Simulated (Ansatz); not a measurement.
Sn: do energies and stresses tell the same story?

Theory: DFT PBEsol, scalar-relativistic, plane waves, PAW (Ansatz).

Settings: cutoff 420 eV, Γ-centred mesh 12×12×12 on the computed 2-atom cell, Gaussian smearing of 0.10 eV; no spin polarisation.

Relaxed cell: Fd-3m, a = 6.540 Å, b = 6.540 Å, c = 6.540 Å, α = 90.00°, β = 90.00°, γ = 90.00°, 2 atoms in the primitive cell.

Energies at zero smearing and pressures from the stress tensor, at volumes with shape and atoms relaxed:
```csv
V (Å³/atom),E − E(first) (meV/atom),P (GPa)
32.873,0.00,2.98
33.922,-13.96,1.36
34.971,-18.25,0.00
36.020,-14.41,-1.14
37.070,-3.73,-2.10
```

Problem. Check P = −dE/dV between neighbouring volumes, and get the bulk modulus from the pressures alone.

Solution. With 1 eV/Å³ = 160.2 GPa:
```tsv
middle V (Å³/atom)	−ΔE/ΔV (GPa)	mean P (GPa)
33.398	2.132	2.166
34.447	0.655	0.679
35.496	-0.587	-0.569
36.545	-1.631	-1.618
```

The two differ by 0.03 GPa at most. The mean of two end pressures misses the average over a step by about ΔV² P″/12, up to 0.02 GPa here; with that taken off 0.01 GPa remains. Around V = 34.971 Å³/atom, the two neighbours give B = −V ΔP/ΔV = 34.971 × 2.50 / 2.098 = 41.6 GPa, against B0 = 41.3 GPa from the Birch–Murnaghan fit of the energies.